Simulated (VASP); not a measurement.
Input of a VASP 6.6.1 run:

File INCAR:

```
SYSTEM = Rh
ALGO     = Normal         ! electronic algorithm
EDIFF    = 1E-7           ! SCF threshold, eV
EDIFFG   = -0.005         ! ionic threshold
ENCUT    = 600            ! plane-wave cutoff, eV
GGA      = PE             ! functional
IBRION   = 2              ! ionic algorithm
ISIF     = 3              ! what is computed and relaxed
ISMEAR   = 1              ! smearing method
IVDW     = 12             ! dispersion correction
LASPH    = .TRUE.         ! aspherical terms in the spheres
LCHARG   = .FALSE.        ! write CHGCAR
LREAL    = .FALSE.        ! projectors in reciprocal space
LWAVE    = .FALSE.        ! write WAVECAR
NELM     = 80             ! most SCF steps
NSW      = 90             ! ionic steps
PREC     = Accurate       ! precision mode
SIGMA    = 0.1            ! smearing width, eV
```

File KPOINTS:

```
k-points
0
G
  16 16 16
  0 0 0
```

The input POSCAR:

```
Rh                                      
1.0
    0.0000000000      1.8965671866      1.8965671866
    1.8965671866      0.0000000000      1.8965671866
    1.8965671866      1.8965671866      0.0000000000
  Rh            
     1
Direct
     0.0000000000000000    0.0000000000000000    0.0000000000000000
```

Potentials or basis: VASP PAW PBE potentials, release 64 (Rh_pv).

The run is started by

```console
$ cat potpaw_PBE.64/Rh_pv/POTCAR > POTCAR
$ mpirun -np 1 vasp_std > vasp.out
```

(1) What does it give for the dispersion energy per atom?

(2) Estimate the band gap on the k mesh.

Answers

(1) -0.652 eV.

(2) none (metal or under the smearing width).

Caveat: the relaxation stopped at its first step, so nothing moved.
